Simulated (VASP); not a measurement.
# MgS in VASP 6.6.1, single-point calculation

INCAR

```
EDIFF = 1E-7
PREC = Accurate
SIGMA = 0.05
LCHARG = .FALSE.
IBRION = -1
LASPH = .TRUE.
NSW = 0
ENCUT = 520
LWAVE = .FALSE.
NBANDS = 11
ISMEAR = 2
ISIF = 2
GGA = PE
LREAL = .FALSE.
NELM = 120
```

KPOINTS

```
KPOINTS created by Atomic Simulation Environment
0
Gamma
8 8 8
0 0 0
```

POSCAR

```
Mg S
 1.0000000000000000
     0.0000000000000000    2.6015177399999998    2.5260737255999999
     2.6015177399999998    0.0000000000000000    2.5260737255999999
     2.6015177399999998    2.6015177399999998    0.0000000000000000
 Mg  S
   1   1
Cartesian
  0.0000000000000000  0.0000000000000000  0.0000000000000000
  2.6015177399999998  2.6015177399999998  2.5260737255999999
```

The recommended PBE PAW datasets give the neutral cell 8 valence electrons.

Command

```
mpirun -np 1 vasp_std
```

OSZICAR

```
N       E                     dE             d eps       ncg     rms          rms(c)
DAV:   1     0.220645511624E+02    0.22065E+02   -0.36052E+03  1338   0.591E+02
DAV:   2    -0.751245191057E+01   -0.29577E+02   -0.28118E+02  1619   0.102E+02
DAV:   3    -0.886858193871E+01   -0.13561E+01   -0.13542E+01  1595   0.229E+01
DAV:   4    -0.887627892384E+01   -0.76970E-02   -0.76960E-02  1592   0.206E+00
DAV:   5    -0.887635056842E+01   -0.71645E-04   -0.61087E-04  1610   0.178E-01    0.455E+00
DAV:   6    -0.852056653157E+01    0.35578E+00   -0.75085E-01  1478   0.346E+00    0.358E+00
DAV:   7    -0.848057343595E+01    0.39993E-01   -0.21967E-01  1552   0.205E+00    0.233E+00
DAV:   8    -0.848085985208E+01   -0.28642E-03   -0.14095E-02  1445   0.719E-01    0.101E+00
DAV:   9    -0.848059083023E+01    0.26902E-03   -0.75123E-04  1526   0.159E-01    0.349E-01
DAV:  10    -0.848059467786E+01   -0.38476E-05   -0.22385E-04  1509   0.690E-02    0.449E-02
DAV:  11    -0.848060164474E+01   -0.69669E-05   -0.21194E-05  1547   0.204E-02    0.185E-02
DAV:  12    -0.848060157825E+01    0.66485E-07   -0.77386E-07  1601   0.542E-03
   1 F= -.84806016E+01 E0= -.84806016E+01  d E =-.271166E-16
```

From OUTCAR

```
k-points           NKPTS =     59   k-points in BZ     NKDIM =     59   number of bands    NBANDS=     11

   NELECT =       8.0000    total number of electrons

   dimension x,y,z NGX =    28 NGY =   28 NGZ =   28
   dimension x,y,z NGXF=    56 NGYF=   56 NGZF=   56

  energy-cutoff  :      520.00
  volume of cell :       34.19
      direct lattice vectors                 reciprocal lattice vectors
     0.000000000  2.601517740  2.526073726    -0.192195499  0.192195499  0.197935632
     2.601517740  0.000000000  2.526073726     0.192195499 -0.192195499  0.197935632
     2.601517740  2.601517740  0.000000000     0.192195499  0.192195499 -0.197935632

 k-points in reciprocal lattice and weights: KPOINTS created by Atomic Simulation Env
   0.00000000  0.00000000  0.00000000       0.002
   0.12500000 -0.00000000  0.00000000       0.016
   0.25000000 -0.00000000  0.00000000       0.016
   0.37500000 -0.00000000  0.00000000       0.016
   0.50000000 -0.00000000  0.00000000       0.008
   0.12500000  0.12500000  0.00000000       0.004
   0.25000000  0.12500000  0.00000000       0.016
   0.37500000  0.12500000  0.00000000       0.016
   ...

 E-fermi :   4.3330

 k-point     1 :       0.0000    0.0000    0.0000
  band No.  band energies     occupation
      1      -8.8480      2.00000
      2       3.9014      2.00000
      3       4.0356      2.00000
      4       4.0356      2.00000
      5       7.9397      0.00000
      6      11.8289      0.00000
      7      11.8289      0.00000
      8      12.1391      0.00000
      9      14.1671      0.00000
     10      14.5745      0.00000
     11      16.6077      0.00000

 k-point     2 :       0.1250   -0.0000    0.0000
  band No.  band energies     occupation
      1      -8.6897      2.00000
      2       2.9194      2.00000
      3       3.8595      2.00000
      4       3.9118      2.00000
      5       8.7260      0.00000
      6      11.6301      0.00000
      7      12.0727      0.00000
      8      12.3148      0.00000
      9      13.6105      0.00000
     10      13.9122      0.00000
     11      16.8970      0.00000

 k-point     3 :       0.2500   -0.0000    0.0000
  band No.  band energies     occupation
      1      -8.2599      2.00000
      2       1.1095      2.00000
      3       3.6448      2.00000
      4       3.6554      2.00000
      5       9.0580      0.00000
      6      11.6678      0.00000
      7      12.0221      0.00000
      8      12.4702      0.00000
      9      14.3254      0.00000
     10      14.3556      0.00000
     11      16.1090      0.00000

 k-point     4 :       0.3750   -0.0000    0.0000
  band No.  band energies     occupation
      1      -7.7308      2.00000
      2      -0.3904      2.00000
      3       3.4121      2.00000
      4       3.4769      2.00000
      5       8.7233      0.00000
      6      11.0159      0.00000
      7      11.3686      0.00000
      8      14.0735      0.00000
      9      15.7220      0.00000
     10      16.3047      0.00000
     11      16.3947      0.00000

 k-point     5 :       0.5000   -0.0000    0.0000
  band No.  band energies     occupation
      1      -7.4655      2.00000
      2      -0.9962      2.00000
      3       3.3237      2.00000
      4       3.4087      2.00000
      5       8.5705      0.00000
      6      10.7748      0.00000
      7      11.1219      0.00000
      8      14.4376      0.00000
      9      16.3118      0.00000
     10      18.3493      0.00000
     11      18.6415      0.00000

 ...

  Total        0.4713528      0.4713528      1.2818520      0.0000000      0.0000000      0.0000000
  in kB       22.0865071     22.0865071     60.0646391      0.0000000      0.0000000      0.0000000
  external PRESSURE =      34.7458844 kB  Pullay stress =       0.0000000 kB

 POSITION                                       TOTAL-FORCE (eV/Angst)
 -----------------------------------------------------------------------------------
      0.00000      0.00000      0.00000        -0.000000      0.000000     -0.000000
      2.60152      2.60152      2.52607         0.000000     -0.000000      0.000000
 -----------------------------------------------------------------------------------
    total drift:                                0.000000      0.000000      0.000000

  FREE ENERGIE OF THE ION-ELECTRON SYSTEM (eV)
  ---------------------------------------------------
  free  energy   TOTEN  =        -8.4806015783 eV

  energy  without entropy=       -8.4806015783  energy(sigma->0) =       -8.48060158
```

It converged. Results: gap between bands v and c on the k mesh 2.70 eV; least direct gap on the k mesh 3.90 eV; pressure 3.5 GPa. Band v is the last that the valence electrons fill when counted band by band, and c is the next.

For comparison, a separate PBE run of the intended cell, on usual settings and not on those above, gives a gap of 2.70 eV on its mesh and a pressure of 3.5 GPa.

The run above took about 18 s on one core of a shared host (Intel Xeon Platinum 8488C) and held 0.16 GiB at most.
